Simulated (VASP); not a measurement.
Wanted: the native input for a VASP 6.6.1 run.

| Property | Result |
| --- | --- |
| Task | Born charges and dielectric tensor |
| Functional | LDA |
| Potentials or basis | VASP PAW LDA potentials, release 64 (Si, C) |
| Cutoff | 600 eV |
| k mesh | 10 × 10 × 10 |
| Occupations | gaussian, width 0.02 eV |
| Spin | no spin polarisation |
| Further INCAR settings | ALGO = Fast; EDIFF = 1e-08; IBRION = 8; NSW = 1 |

The structure of SiC lies in POSCAR:

```
SiC
1.0
    0.0000000000      2.1791100000      2.1791100000
    2.1791100000      0.0000000000      2.1791100000
    2.1791100000      2.1791100000      0.0000000000
Si C
1 1
Direct
    0.7500000000      0.7500000000      0.7500000000
    0.0000000000      0.0000000000      0.0000000000
```

The cell is a database's computed one.

The input as run:

INCAR

```
SYSTEM = SiC
  PREC = Accurate
  ENCUT = 600
  EDIFF = 1E-8
  ISMEAR = 0
  SIGMA = 0.02
  LREAL = .FALSE.
  LASPH = .TRUE.
  NELM = 100
  ALGO = Fast
  ISIF = 2
  LWAVE = .FALSE.
  LCHARG = .FALSE.
  LEPSILON = .TRUE.
  IBRION = 8
  NSW = 1
```

KPOINTS

```
regular mesh
0
G
  10 10 10
  0 0 0
```

Potentials or basis: VASP PAW LDA potentials, release 64 (Si, C).

Run with:

```sh
$ cat potpaw_LDA.64/Si/POTCAR potpaw_LDA.64/C/POTCAR > POTCAR
$ mpirun -np 1 vasp_std > vasp.out
```

Results of the run:

```yaml
Band_gap_on_the_k_mesh: 1.31 eV, indirect (least direct gap 4.50 eV)
Electronic_dielectric_tensor_diagonal: 7.02
Born_charges_mean_of_the_diagonal: Si +2.70; C -2.70 e
Highest_phonon_frequency_at_Γ_LO-TO_splitting_left_out: 780 cm⁻¹
```

It took 2.6 min on 1 thread of AMD EPYC 9R45 96-Core Processor (Zen 5), on a shared host, peak memory 0.2 GiB.
